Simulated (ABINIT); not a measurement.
Runs of ABINIT 10.8.3 (patched build) on InSe. The structure is trigonal, space group R3m (No. 160). The conventional cell has a = 4.000 Å, b = 4.000 Å, c = 25.320 Å, α = 90.00°, β = 90.00°, γ = 120.00°. In (site symmetry 3m) is surrounded by 3 Se at 2.63 Å and 1 In at 2.82 Å. In (site symmetry 3m) has 3 Se at 2.64 Å and 1 In at 2.82 Å as nearest neighbours. Se (site symmetry 3m) is surrounded by 3 In at 2.63 Å. Se (site symmetry 3m) has 3 In at 2.64 Å as nearest neighbours. 

```csv
task,level,potentials or basis,k mesh,cutoff (eV),smearing,electron-positron correlation,fine-grid cutoff,cutoff of the screening (Ha),bands in the sums,wave-function cutoff in the screening (Ha),mesh quality,gap on the mesh (eV),pressure (GPa),largest force (eV/Å)
positron lifetime,LDA,JTH PAW LDA v2.0,6 × 6 × 6,327,fermi-dirac 0.05 eV,Sterne-Kaiser GGA,653.073 eV,-,-,-,not flagged,0.20,-,0.24
single point,LDA,PseudoDojo NC SR LDA v0.4.1 standard,6 × 6 × 6,1061,fermi-dirac 0.05 eV,-,-,-,-,-,not flagged,0.21,(a),0.24
single point,LDA,PseudoDojo NC SR LDA v0.4.1 standard,6 × 6 × 6,1088,fermi-dirac 0.05 eV,-,-,-,-,-,not flagged,0.21,-1.6,0.24
single point,PBEsol,PseudoDojo NC SR PBEsol v0.4.1 standard,6 × 6 × 6,1061,fermi-dirac 0.05 eV,-,-,-,-,-,not flagged,(b),0.1,0.30
```

Alike in all rows: no spin polarisation; cell as given.

Q: Fill in the values left out.

A: (a) -1.7; (b) 0.33.

Caveats: spin-orbit coupling is left out, which moves the levels of the heavy elements; the PAW basis is incomplete for the positron (some runs).

A k mesh can miss the band edges, and the runs leave out spin-orbit coupling on In, Se.

Not every run made on this cell is shown here.
